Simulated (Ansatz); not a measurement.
Take a crystal in which Se has been replaced by S on all its sites, with the cell rescaled by a rough guess (in some cases also distorted within its space group) and nothing relaxed:

```
CELL_PARAMETERS angstrom
0.00000 2.77868 2.77868
2.77868 0.00000 2.77868
2.77868 2.77868 0.00000
ATOMIC_POSITIONS crystal
S 0.50000 0.50000 0.50000
S 0.75000 0.75000 0.75000
```

Theory: DFT PBE, scalar-relativistic, plane waves, PAW (Ansatz 0.2.0).

Cutoff 420 eV; k points 14×14×14 on the computed 2-atom cell (Γ-centred); Gaussian smearing, width 0.10 eV; no spin polarisation.

(1) Will this cell want to expand or contract, and how hard?

(2) Is it a metal on this mesh?

Spin polarisation was left out, and a magnetic state may lie lower.

Answers

(1) The pressure is 6.7 GPa (positive in compression), so the cell would expand.

(2) Yes, a band crosses the Fermi level.

This diamond-type form isn't the element's structure at ambient conditions.